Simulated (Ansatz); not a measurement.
Orbital-resolved density of states of NaCl

```xyz
2
Lattice="0.0000 2.8317 2.8317 2.8317 0.0000 2.8317 2.8317 2.8317 0.0000" Properties=species:S:1:pos:R:3 pbc="T T T"
Na    0.0000    0.0000    0.0000
Cl    2.8317    2.8317    2.8317
```

Atoms are numbered in the order listed.

The cell is a measured one (Crystallography Open Database entry 4320809); the temperature and pressure of the measurement aren't taken into account, and nothing was relaxed. It was measured hot, at 423 K.

All numbers below come from DFT, PBE, all-electron LAPW, scalar-relativistic in Ansatz 0.2.0.

The runs use a Γ-centred 7×7×7 k mesh, Fermi–Dirac smearing of 0.03 eV, basis error target 0.25 meV/atom, no spin polarisation.

States per eV for one atom of each kind, in 0.4 eV bins named by their centres, from the valence-band top, projected on a minimal set of Löwdin-orthogonalised atomic shells; orbitals are real harmonics on the Cartesian axes, equal curves share a column, and empty bins are left out, as is all above 9.5 eV, near the top of the computed bands.

Cl2 3p:

```
# E all pz=px=py
-1.7 0.85 0.28
-1.3 3.12 1.04
-0.9 2.04 0.68
-0.5 5.31 1.77
-0.1 3.06 1.02
5.9 0.01 0.00
6.3 0.02 0.01
6.7 0.03 0.01
7.1 0.04 0.01
7.5 0.06 0.02
7.9 0.07 0.02
8.3 0.05 0.02
8.7 0.02 0.01
9.1 0.03 0.01
```

Na1 3s:

```
# E all
-1.7 0.11
-1.3 0.27
-0.9 0.06
-0.5 0.03
5.5 0.03
5.9 0.07
6.3 0.11
6.7 0.17
7.1 0.26
7.5 0.43
7.9 0.72
8.3 0.57
8.7 0.29
9.1 0.26
```
